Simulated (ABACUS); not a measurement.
**Sn in ABACUS: the effect of dispersion**

The system is Sn.

```xyz
2
Lattice="-3.2116 0.0000 3.2116 0.0000 3.2116 3.2116 -3.2116 3.2116 0.0000" Properties=species:S:1:pos:R:3 pbc="T T T"
Sn   -1.6058    1.6058    1.6058
Sn   -3.2116    3.2116    3.2116
```

This isn't the form of Sn at room conditions, which is tetragonal (white tin).

The cell isn't the ideal one: volume scaled by 0.98.

Alike in all runs:

```yaml
Program: ABACUS 3.10.1
Task: equation of state
Functional: PBEsol
Potentials_or_basis: PseudoDojo NC SR 0.4.1 PBE standard
Cutoff: 993 eV
Density_cutoff: 3973 eV
Basis: plane waves
k_mesh: 5 × 5 × 5
Occupations: fermi-dirac, width 0.05 eV
Spin: no spin polarisation
```

```tsv
dispersion	pressure (GPa)
none	3.0
D3	?
D3(BJ)	1.5
D3(BJ)+ABC	1.6
```

**Question.** What does the run with dispersion D3 give?

**Answer.** Pressure 2.3 GPa.

Caveats: the potentials were made for another functional, which shifts forces and pressure; pairwise dispersion overbinds metals, which lowers pressure and volume (some runs).
